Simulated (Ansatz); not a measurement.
**WS2: LAPW beside PAW**

The same cell of WS2 is computed with full-potential LAPW and PAW with frozen cores, to set the results side by side.

Program: Ansatz 0.2.0. Level of theory: DFT PBE, scalar-relativistic. These are calculated values, not measurements.

1 further run of the same task is left out (it didn't finish).

## 1. Starting point

Symmetry: R3m, No. 160, trigonal system. Conventional cell: a = 3.158 Å, b = 3.158 Å, c = 18.490 Å, α = 90.00°, β = 90.00°, γ = 120.00°. W (site symmetry 3m) is surrounded by 6 S at 2.39 to 2.42 Å. S (site symmetry 3m) has 3 W at 2.39 Å as nearest neighbours. S (site symmetry 3m) is surrounded by 3 W at 2.42 Å.

Coordinates:

```
CELL_PARAMETERS angstrom
1.57900 0.91164 6.16333
-1.57900 0.91164 6.16333
0.00000 -1.82327 6.16333
ATOMIC_POSITIONS crystal
W 0.00000 0.00000 0.00000
S 0.75030 0.75030 0.75030
S 0.58100 0.58100 0.58100
```

The structure is an experimental refinement, used without relaxation.

Atoms are numbered in the order of the input: W1, S2, S3.

## 2. Full-potential LAPW

Contents of input.yaml:

```yaml
crystal:
  lattice:
    - [1.5790003843, 0.9116362969, 6.16333]
    - [-1.5790003843, 0.9116362969, 6.16333]
    - [0.0, -1.8232725938, 6.16333]
  atoms:
    - { symbol: W, position: [0.0, 0.0, 0.0] }
    - { symbol: S, position: [0.7503, 0.7503, 0.7503] }
    - { symbol: S, position: [0.581, 0.581, 0.581] }
kpoints:
  mp_grid: { grid: [15, 15, 15] }
  band_path:
    path:
      - [0.0, 0.0, 0.0]
      - [0.5, 0.5, 0.5]
      - [0.8187478403, 0.1812521597, 0.5]
      - [0.5, -0.1812521597, 0.1812521597]
      - [0.5, 0.0, 0.0]
      - [0.0, 0.0, 0.0]
      - [0.3406260799, -0.3406260799, 0.0]
      - [0.6593739201, 0.0, 0.3406260799]
      - [0.5, 0.0, 0.5]
    npoints: 8
scf:
  occupations: { method: fermi_dirac, width: 0.03 }
hamiltonian:
  xc: pbe
  pseudopotentials: { kind: all_electron, lapw: { basis_error: 0.001 } }
output:
  forces: true
  stress: true
  eigenvalues: true
  populations: true
  dos: { projected: true, de: 0.2, e_range: [-14, 8] }
```

## 3. PAW with frozen cores

Edit input.yaml of step 2 so:

```diff
@@ -27,3 +27,3 @@
   xc: pbe
-  pseudopotentials: { kind: all_electron, lapw: { basis_error: 0.001 } }
+  pseudopotentials: { kind: paw }
 output:
@@ -32,3 +32,5 @@
   eigenvalues: true
+  efg: { contact_densities: true }
   populations: true
+  bader: true
   dos: { projected: true, de: 0.2, e_range: [-14, 8] }
```

(Steps that only read results are left out.)

What does the calculation give? Wanted: pressure; gap; largest force; Bader charges.

**Answer**, as computed:

| quantity | value |
| --- | --- |
| pressure | LAPW 4.64, PAW 4.58 GPa |
| gap (LAPW) | 1.01 eV, indirect from T to Γ–S0 |
| largest force | LAPW 0.610, PAW 0.610 eV/Å |
| Bader charges (PAW) | W1 +1.37, S2 -0.69, S3 -0.68 e |

What this shows: The pressure of 4.6 GPa pushes the cell to expand, with the atoms held in place. A gap opens: 1.01 eV, indirect from T to Γ–S0. Spin-orbit coupling is left out, though the cell holds W; it can shift such gaps by tenths of an eV. W 5d states make 66 % of the projected weight in the top eV of the valence band. The projection holds only the free atom's occupied shells (W 6s, W 5d, S 3s, S 3p in this range). In pressure, PAW differs from LAPW by -0.06 GPa and less than 0.01 eV in the gap. The forces differ by at most 4 meV/Å in a component, on a largest force of 0.610 eV/Å. The price, with the outputs that each input asks for: 4.8 min for LAPW against 55 s for PAW, about 5 to one.
